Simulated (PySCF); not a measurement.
# SiS (silylene, thioxo-) in PySCF: settings compared

One molecule, SiS (silylene, thioxo-), is run at these levels: PBE, r2SCANh, r2SCAN, revPBE+D3(BJ), LDA; tasks: atomic charges.

All numbers are computed with PySCF 2.14.0; they aren't measurements. Logs are shortened: lines on timing, memory, paths and dates and some standing lists are left out, and cuts for length are marked.

## Step 1: The cell of the first run

The cell holds a molecule in a box, 2 atoms: a = 9.000 Å, b = 9.000 Å, c = 11.000 Å, α = 90.00°, β = 90.00°, γ = 90.00°.

## Step 2: Atomic charges, PBE (atoms moved at random, drawn with an rms of 0.05 Å)

run.py reads:

```python
import json
import numpy as np
from pyscf.pbc import gto, scf, dft, df
from pyscf.pbc.tools import pyscf_ase
from ase.io import read

atoms = read('SiS.cif')
cell = pyscf_ase.cell_from_ase(atoms)
cell.basis = 'cc-pvdz'
cell.exp_to_discard = 0
cell.precision = 1e-08
cell.max_memory = 2520  # MB
cell.verbose = 4
cell.build()

res = {}
kpts = cell.make_kpts([1, 1, 1])
mf = dft.KRKS(cell, kpts, xc='pbe')
mf = mf.density_fit()
mf.with_df._cderi_to_save = 'cderi.h5'
mf.with_df.build(j_only=False)
mf.conv_tol = 1e-07
mf.max_cycle = 60

mf.kernel()
res.update(converged=bool(mf.converged), e_tot=mf.e_tot, nelec=cell.nelectron, nao=cell.nao, mesh=list(map(int, cell.mesh)), a=cell.lattice_vectors().tolist(), coords=cell.atom_coords().tolist(),
           mo_energy=[np.real(x).tolist() for x in mf.mo_energy], mo_occ=[np.real(x).tolist() for x in mf.mo_occ])
res.update(kpts=cell.get_scaled_kpts(kpts).tolist())
res['parts'] = {k: float(np.real(v)) for k, v in mf.scf_summary.items() if np.isscalar(v)}
json.dump(res, open('results.json', 'w'))
if not mf.converged:
    raise SystemExit('SCF not converged')

print('levels (eV)')
for i, kp in enumerate(res['kpts'][:40]):
    print('k %7.4f %7.4f %7.4f  ' % tuple(kp), ' '.join('%.3f' % (x * 27.211386) for x in res['mo_energy'][i][:20]))

# Mulliken populations
dm, s = np.asarray(mf.make_rdm1()), np.asarray(mf.get_ovlp())
sites = cell.aoslice_by_atom()[:, 2:]
tot = np.einsum('kij,kji->i', dm, s).real / len(kpts)
res['mulliken'] = [cell.atom_charge(i) - tot[a0:a1].sum() for i, (a0, a1) in enumerate(sites)]
print('Mulliken charges', np.round(res['mulliken'], 5))
res['meta_lowdin'] = mf.mulliken_meta()[1].tolist()

# density on a uniform mesh
grids = dft.gen_grid.UniformGrids(cell)
grids.mesh = [47, 47, 57]
grids.build()
ni = dft.numint.KNumInt()
rho = [ni.get_rho(cell, x, grids, kpts) for x in [dm]]
np.save('rho.npy', np.reshape(rho, (-1, *grids.mesh)))
res['done'] = True
json.dump(res, open('results.json', 'w'))
```

SiS.cif reads:

```cif
data_SiS
_cell_length_a 9.00000000
_cell_length_b 9.00000000
_cell_length_c 11.00000000
_cell_angle_alpha 90.00000000
_cell_angle_beta 90.00000000
_cell_angle_gamma 90.00000000
_space_group_name_H-M_alt 'P1'
_space_group_name_Hall 'P 1'
_space_group_IT_number 1
loop_
_space_group_symop_operation_xyz
'x,y,z'
loop_
_atom_site_label
_atom_site_type_symbol
_atom_site_symmetry_multiplicity
_atom_site_Wyckoff_symbol
_atom_site_fract_x
_atom_site_fract_y
_atom_site_fract_z
_atom_site_occupancy
Si1 Si 1 a 0.5051330000 0.4987620000 0.4154730000 1
S1 S 1 a 0.4983380000 0.5041980000 0.5932430000 1
```

Potentials or basis: cc-pvdz (all-electron).

Started as:

```sh
> OMP_NUM_THREADS=2 python -u run.py > log
```

The program printed:

```text
Discarded 0 diffused primitive functions, 0 contracted functions

PySCF version 2.14.0

[INPUT] verbose = 4
[INPUT] num. atoms = 2
[INPUT] num. electrons = 30
[INPUT] charge = 0
[INPUT] spin (= nelec alpha-beta = 2S) = 0
[INPUT] symmetry False subgroup None
[INPUT] Mole.unit = angstrom
[INPUT] Symbol           X                Y                Z      unit          X                Y                Z       unit  Magmom
[INPUT]  1 Si     4.546197000000   4.488858000000   4.570203000000 AA    8.591067238319   8.482712232063   8.636432003666 Bohr   0.0
[INPUT]  2 S      4.485042000000   4.537782000000   6.525673000000 AA    8.475501037172   8.575165192981  12.331734748469 Bohr   0.0

nuclear repulsion = -8.16123349791481
number of shells = 10
number of NR pGTOs = 82
number of NR cGTOs = 36
basis = cc-pvdz
ecp = {}
lattice vectors  a1 [17.007535121, 0.000000000, 0.000000000]
                 a2 [0.000000000, 17.007535121, 0.000000000]
                 a3 [0.000000000, 0.000000000, 20.786987370]
dimension = 3
low_dim_ft_type = None
Cell volume = 6012.77
exp_to_discard = 0
rcut = 25.525451153069152 (nimgs = [2 2 2])
precision = 1e-08
pseudo = None
ke_cutoff = 5582325.433839124
    = [18091 18091 22111] mesh (7236582737191 PWs)

******** <class 'pyscf.pbc.df.df.GDF'> ********
auxbasis = None
exp_to_discard = 0
len(kpts) = 1
Drop 0 primitive fitting functions
make aux basis, num shells = 72, num cGTOs = 224
auxcell.rcut 16.661448751326624

******** <class 'pyscf.pbc.df.rsdf_builder._RSGDFBuilder'> ********
mesh = [25 25 31] (19375 PWs)
ke_cutoff = 9.826740333939918
omega = 0.38848926037251974
exclude_d_aux = True
exclude_dd_block = True
j2c_eig_always = False
has_long_range = True

******** <class 'pyscf.pbc.dft.krks.KRKS'> ********
method = KRKS
initial guess = minao
damping factor = 0
level_shift factor = 0
DIIS = <class 'pyscf.scf.diis.CDIIS'>
diis_start_cycle = 1
diis_space = 8
diis_damp = 0
SCF conv_tol = 1e-07
SCF conv_tol_grad = None
SCF max_cycles = 60
direct_scf = True
direct_scf_tol = 1e-13

******** PBC SCF flags ********
N kpts = 1
Exchange divergence treatment (exxdiv) = ewald
    madelung (= occupied orbital energy shift) = 0.15384636826407444
    Total energy shift due to Ewald probe charge = -1/2 * Nelec*madelung = -2.30769552396
DF object = <pyscf.pbc.df.df.GDF object>
XC functionals = pbe
small_rho_cutoff = 0
radial grids:
    Treutler-Ahlrichs [JCP 102, 346 (1995); DOI:10.1063/1.469408] (M4) radial grids

becke partition: Becke, JCP 88, 2547 (1988); DOI:10.1063/1.454033
pruning grids: <function nwchem_prune>
grids dens level: 3
symmetrized grids: False
atomic radii adjust function: <function treutler_atomic_radii_adjust>
Set gradient conv threshold to 0.000316228

******** <class 'pyscf.pbc.df.rsdf_builder._RSNucBuilder'> ********
mesh = [33 33 41] (44649 PWs)
ke_cutoff = 17.469760593670962
omega = 0.5254118014908918
exclude_d_aux = False
exclude_dd_block = True
j2c_eig_always = False
has_long_range = True
tot grids = 37955
cell vol = 6012.76603  sum(weights) = 6030.43607
nelec by numeric integration = 29.99218042202189
init E= -687.456813341364
  HOMO = -0.245320779014  LUMO = -0.092082617263  gap/eV = 4.16982
nelec by numeric integration = 30.000007795777968
cycle= 1 E= -687.311256013679  delta_E= 0.146  |g|= 0.405  |ddm|= 1.38
  HOMO = -0.191108799612  LUMO = -0.0598389474078  gap/eV = 3.57203
nelec by numeric integration = 30.000011074216644
cycle= 2 E= -686.083910286393  delta_E= 1.23  |g|= 1.65  |ddm|= 1.95
  HOMO = -0.220983819537  LUMO = -0.0824599169537  gap/eV = 3.76943
nelec by numeric integration = 30.000008878245996
cycle= 3 E= -687.379806453929  delta_E= -1.3  |g|= 0.0475  |ddm|= 1.63
  HOMO = -0.236441434816  LUMO = -0.0964245931157  gap/eV = 3.81005
nelec by numeric integration = 30.000008619308232
cycle= 4 E= -687.379971948619  delta_E= -0.000165  |g|= 0.0466  |ddm|= 0.138
  HOMO = -0.232755152215  LUMO = -0.0930350497727  gap/eV = 3.80198
nelec by numeric integration = 30.000008772496226
cycle= 5 E= -687.380864324231  delta_E= -0.000892  |g|= 0.00861  |ddm|= 0.047
  HOMO = -0.232220925122  LUMO = -0.0926898637499  gap/eV = 3.79683
nelec by numeric integration = 30.00000874286463
cycle= 6 E= -687.38089702392  delta_E= -3.27e-05  |g|= 0.00307  |ddm|= 0.0106
  HOMO = -0.232266771087  LUMO = -0.092653576616  gap/eV = 3.79907
nelec by numeric integration = 30.000008741337325
cycle= 7 E= -687.38090085524  delta_E= -3.83e-06  |g|= 0.000344  |ddm|= 0.00271
  HOMO = -0.232256427116  LUMO = -0.0926398114754  gap/eV = 3.79916
nelec by numeric integration = 30.000008741539578
cycle= 8 E= -687.380900898188  delta_E= -4.29e-08  |g|= 6.75e-05  |ddm|= 0.000283
  HOMO = -0.232259096552  LUMO = -0.0926377114757  gap/eV = 3.79929
nelec by numeric integration = 30.000008741175098
Extra cycle  E= -687.380900874334  delta_E= 2.39e-08  |g|= 0.000251  |ddm|= 0.000314
converged SCF energy = -687.380900874334
levels (eV)
k  0.0000  0.0000  0.0000   -2395.681 -1780.986 -208.255 -154.337 -154.337 -154.325 -138.208 -95.038 -95.038 -94.874 -17.075 -10.282 -6.538 -6.538 -6.320 -2.521 -2.521 1.285 5.670 7.309
Mulliken charges [ 0.17831 -0.17831]
 ** Mulliken pop on meta-lowdin orthogonal AOs **
 ** Mulliken pop  **
pop of  0 Si 1s           2.00000
pop of  0 Si 2s           1.99974
pop of  0 Si 3s           1.79716
pop of  0 Si 4s           0.01504
pop of  0 Si 2px          1.99983
pop of  0 Si 2py          1.99983
pop of  0 Si 2pz          1.99986
pop of  0 Si 3px          0.50669
pop of  0 Si 3py          0.50656
pop of  0 Si 3pz          0.89641
pop of  0 Si 4px          0.00096
pop of  0 Si 4py          0.00096
pop of  0 Si 4pz          0.01331
pop of  0 Si 3dxy         0.00002
pop of  0 Si 3dyz         0.01014
pop of  0 Si 3dz^2        0.01012
pop of  0 Si 3dxz         0.01014
pop of  0 Si 3dx2-y2      0.00002
pop of  1 S 1s            2.00000
pop of  1 S 2s            1.99977
pop of  1 S 3s            1.79108
pop of  1 S 4s            0.00430
pop of  1 S 2px           1.99987
pop of  1 S 2py           1.99987
pop of  1 S 2pz           1.99988
pop of  1 S 3px           1.47758
pop of  1 S 3py           1.47759
pop of  1 S 3pz           1.45924
pop of  1 S 4px           0.00026
pop of  1 S 4py           0.00026
pop of  1 S 4pz           0.00370
pop of  1 S 3dxy          0.00001
pop of  1 S 3dyz          0.00504
pop of  1 S 3dz^2         0.00974
pop of  1 S 3dxz          0.00504
pop of  1 S 3dx2-y2       0.00001
 ** Mulliken atomic charges  **
charge of    0Si =      0.23324
charge of    1S =     -0.23324
```

It took 8.2 s on 2 threads of Intel Xeon at 2.70GHz, shared host; peak memory 0.58 GiB.

Results:

* Free energy: -18704.5872 eV
* Gap between the frontier levels: 3.80 eV
* Meta-löwdin charges: Si +0.23; S -0.23 e

Caveat: this is a molecule in a periodic box at the Γ point, so its band gap is the HOMO-LUMO gap; population charges move with the basis; the basis of atomic orbitals isn't converged, which shifts pressures, moduli and gaps.

## Step 3: Atomic charges, r2SCANh (atoms moved at random, drawn with an rms of 0.05 Å)

Edit run.py of step 2 so:

```diff
@@ -17,6 +17,5 @@
 kpts = cell.make_kpts([1, 1, 1])
-mf = dft.KRKS(cell, kpts, xc='pbe')
+mf = dft.KRKS(cell, kpts, xc='HYB_MGGA_XC_R2SCANH', exxdiv='ewald')
 mf = mf.density_fit()
-mf.with_df._cderi_to_save = 'cderi.h5'
-mf.with_df.build(j_only=False)
+mf.with_df._cderi = 'cderi.h5'  # three-centre integrals saved by an earlier run on this cell, basis and mesh
 mf.conv_tol = 1e-07
@@ -44,10 +43,2 @@
 res['meta_lowdin'] = mf.mulliken_meta()[1].tolist()
-
-# density on a uniform mesh
-grids = dft.gen_grid.UniformGrids(cell)
-grids.mesh = [47, 47, 57]
-grids.build()
-ni = dft.numint.KNumInt()
-rho = [ni.get_rho(cell, x, grids, kpts) for x in [dm]]
-np.save('rho.npy', np.reshape(rho, (-1, *grids.mesh)))
 res['done'] = True
```

SiS.cif is that of step 2.

Potentials or basis: cc-pvdz (all-electron).

Started as:

```sh
> OMP_NUM_THREADS=2 python -u run.py > log
```

Wall time 5 s (2 threads of Intel Xeon at 2.70GHz, shared host); peak memory 0.57 GiB.

It converged, with:

```yaml
Free_energy: -18711.5654 eV
Gap_between_the_frontier_levels: 4.85 eV
Meta-löwdin_charges: Si +0.26; S -0.26 e
```

Levels at points of the mesh, in eV from the valence-band top:
```
           k point  band 13  band 14  band 15  band 16  band 17  band 18
(0.00, 0.00, 0.00)    -0.23    -0.23     0.00     4.85     4.85     8.99
```

Caveat: this is a molecule in a periodic box at the Γ point, so its band gap is the HOMO-LUMO gap; population charges move with the basis; the basis of atomic orbitals isn't converged, which shifts pressures, moduli and gaps.

## Step 4: Atomic charges, r2SCAN (atoms moved at random, drawn with an rms of 0.05 Å)

Edit run.py of step 3 so:

```diff
@@ -17,3 +17,3 @@
 kpts = cell.make_kpts([1, 1, 1])
-mf = dft.KRKS(cell, kpts, xc='HYB_MGGA_XC_R2SCANH', exxdiv='ewald')
+mf = dft.KRKS(cell, kpts, xc='r2scan')
 mf = mf.density_fit()
```

SiS.cif is that of step 3.

Started as:

```sh
> OMP_NUM_THREADS=2 python -u run.py > log
```

It took 4.8 s on 2 threads of Intel Xeon at 2.70GHz, shared host; peak memory 0.57 GiB.

Results (log left out):

- Free energy: -18711.6457 eV
- Gap between the frontier levels: 4.13 eV
- Meta-löwdin charges: Si +0.25; S -0.25 e

Levels at points of the mesh, in eV from the valence-band top:
```tsv
k point	band 12	band 13	band 14	band 15	band 16	band 17
(0.00, 0.00, 0.00)	-4.09	-0.26	-0.26	0.00	4.13	4.13
```

Caveat: this is a molecule in a periodic box at the Γ point, so its band gap is the HOMO-LUMO gap; population charges move with the basis; the basis of atomic orbitals isn't converged, which shifts pressures, moduli and gaps.

## Step 5: Atomic charges, revPBE+D3(BJ) (atoms moved at random, drawn with an rms of 0.05 Å)

Edit run.py of step 4 so:

```diff
@@ -16,4 +16,9 @@
 res = {}
+from pyscf.dispersion import dftd3
+d = dftd3.DFTD3Dispersion(cell, xc='revpbe', version='d3bj', atm=False).get_dispersion(grad=True)
+print('dispersion energy = %.10f' % d['energy'])
+res['e_disp'] = float(d['energy'])
+
 kpts = cell.make_kpts([1, 1, 1])
-mf = dft.KRKS(cell, kpts, xc='r2scan')
+mf = dft.KRKS(cell, kpts, xc='GGA_X_PBE_R,GGA_C_PBE')
 mf = mf.density_fit()
```

SiS.cif is that of step 4.

Potentials or basis: cc-pvdz (all-electron).

Started as:

```sh
> OMP_NUM_THREADS=2 python -u run.py > log
```

The program printed:

```text
Discarded 0 diffused primitive functions, 0 contracted functions

PySCF version 2.14.0

[INPUT] verbose = 4
[INPUT] num. atoms = 2
[INPUT] num. electrons = 30
[INPUT] charge = 0
[INPUT] spin (= nelec alpha-beta = 2S) = 0
[INPUT] symmetry False subgroup None
[INPUT] Mole.unit = angstrom
[INPUT] Symbol           X                Y                Z      unit          X                Y                Z       unit  Magmom
[INPUT]  1 Si     4.546197000000   4.488858000000   4.570203000000 AA    8.591067238319   8.482712232063   8.636432003666 Bohr   0.0
[INPUT]  2 S      4.485042000000   4.537782000000   6.525673000000 AA    8.475501037172   8.575165192981  12.331734748469 Bohr   0.0

nuclear repulsion = -8.16123349791481
number of shells = 10
number of NR pGTOs = 82
number of NR cGTOs = 36
basis = cc-pvdz
ecp = {}
lattice vectors  a1 [17.007535121, 0.000000000, 0.000000000]
                 a2 [0.000000000, 17.007535121, 0.000000000]
                 a3 [0.000000000, 0.000000000, 20.786987370]
dimension = 3
low_dim_ft_type = None
Cell volume = 6012.77
exp_to_discard = 0
rcut = 25.525451153069152 (nimgs = [2 2 2])
precision = 1e-08
pseudo = None
ke_cutoff = 5582325.433839124
    = [18091 18091 22111] mesh (7236582737191 PWs)
[... 72 lines left out ...]
nelec by numeric integration = 30.00000879794588
Extra cycle  E= -687.568315088397  delta_E= 1.64e-08  |g|= 0.000208  |ddm|= 0.000261
converged SCF energy = -687.568315088397
levels (eV)
k  0.0000  0.0000  0.0000   -2396.075 -1781.350 -208.335 -154.261 -154.261 -154.250 -138.300 -94.982 -94.982 -94.814 -17.047 -10.244 -6.508 -6.508 -6.298 -2.487 -2.487 1.342 5.776 7.376
Mulliken charges [ 0.18785 -0.18785]
 ** Mulliken pop on meta-lowdin orthogonal AOs **
 ** Mulliken pop  **
pop of  0 Si 1s           2.00000
pop of  0 Si 2s           1.99977
pop of  0 Si 3s           1.79484
pop of  0 Si 4s           0.01485
pop of  0 Si 2px          1.99985
pop of  0 Si 2py          1.99985
pop of  0 Si 2pz          1.99987
pop of  0 Si 3px          0.50502
pop of  0 Si 3py          0.50488
pop of  0 Si 3pz          0.89933
pop of  0 Si 4px          0.00101
pop of  0 Si 4py          0.00100
pop of  0 Si 4pz          0.01317
pop of  0 Si 3dxy         0.00002
pop of  0 Si 3dyz         0.01026
pop of  0 Si 3dz^2        0.01009
pop of  0 Si 3dxz         0.01026
pop of  0 Si 3dx2-y2      0.00002
pop of  1 S 1s            2.00000
pop of  1 S 2s            1.99979
pop of  1 S 3s            1.79057
pop of  1 S 4s            0.00419
pop of  1 S 2px           1.99988
pop of  1 S 2py           1.99988
pop of  1 S 2pz           1.99989
pop of  1 S 3px           1.47903
pop of  1 S 3py           1.47903
pop of  1 S 3pz           1.45970
pop of  1 S 4px           0.00025
pop of  1 S 4py           0.00025
pop of  1 S 4pz           0.00358
pop of  1 S 3dxy          0.00001
pop of  1 S 3dyz          0.00508
pop of  1 S 3dz^2         0.00970
pop of  1 S 3dxz          0.00508
pop of  1 S 3dx2-y2       0.00001
 ** Mulliken atomic charges  **
charge of    0Si =      0.23593
charge of    1S =     -0.23593
```

It took 5 s on 2 threads of Intel Xeon at 2.70GHz, shared host; peak memory 0.57 GiB.

What came out:

```yaml
Free_energy: -18709.7849 eV
Gap_between_the_frontier_levels: 3.81 eV
Meta-löwdin_charges: Si +0.24; S -0.24 e
Dispersion_energy_per_atom: -0.049 eV
```

Caveat: this is a molecule in a periodic box at the Γ point, so its band gap is the HOMO-LUMO gap; the energy listed adds the dispersion energy to the SCF energy of the log; population charges move with the basis; the basis of atomic orbitals isn't converged, which shifts pressures, moduli and gaps.

(Part 1 of 2 ends here.)
